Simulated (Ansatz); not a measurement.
Planning a run of Ansatz 0.2.0 on AlN (P6_3mc). The input:

```yaml
crystal:
  lattice:
    - [3.113, 0.0, 0.0]
    - [-1.5565, 2.695937082, 0.0]
    - [0.0, 0.0, 4.981]
  atoms:
    - { symbol: Al, position: [0.3333333333, 0.6666666667, 0.0] }
    - { symbol: Al, position: [0.6666666667, 0.3333333333, 0.5] }
    - { symbol: "N", position: [0.3333333333, 0.6666666667, 0.38] }
    - { symbol: "N", position: [0.6666666667, 0.3333333333, 0.88] }
kpoints:
  mp_grid: { grid: [12, 12, 6] }
hamiltonian:
  xc: pbe
scf:
  occupations: { method: fixed }
dielectric:
  field_mesh: kpoints
```

The database entry behind the starting cell differs from later determinations by our own check (inner coordinate u about 0.002 short), so it need not match the best structure at ambient conditions.

```sh
ansatz run input.yaml --threads 3 --pin off --max-ram 92160MiB --backend cuda --events-out ev --progress --plain --runs-dir out --devices 1 --max-vram 13GiB  # rebuilt from the run's record
```

Q: Estimate wall time and host memory on 1 × NVIDIA H100 80GB HBM3 (shared by 6 runs) with 3 threads of AMD EPYC 7R13 (Zen 3), shared host.

It took 16 s; on shared hardware allow 8 s to 32 s. Peak host memory was 1.2 GiB.

[Paths, hosts, dates, memory and timing lines, banners, echoed tables and standing remarks are left out of the program output.]

[Logs are printed without paths, hosts, clocks, repeated set-up lines and the standing remarks that a program may print on its own settings, such as how far it seeks lower states.]

[Runs of the session that timed out or met a known fault of the program may be left out.]

[Cells called generated may have been cut or substituted from an entry of the Crystallography Open Database or the Materials Project.]

[Hosts, paths, dates, database ids (printed as entryN), source tags and the programs' standing remarks are cut or masked in the printed files.]
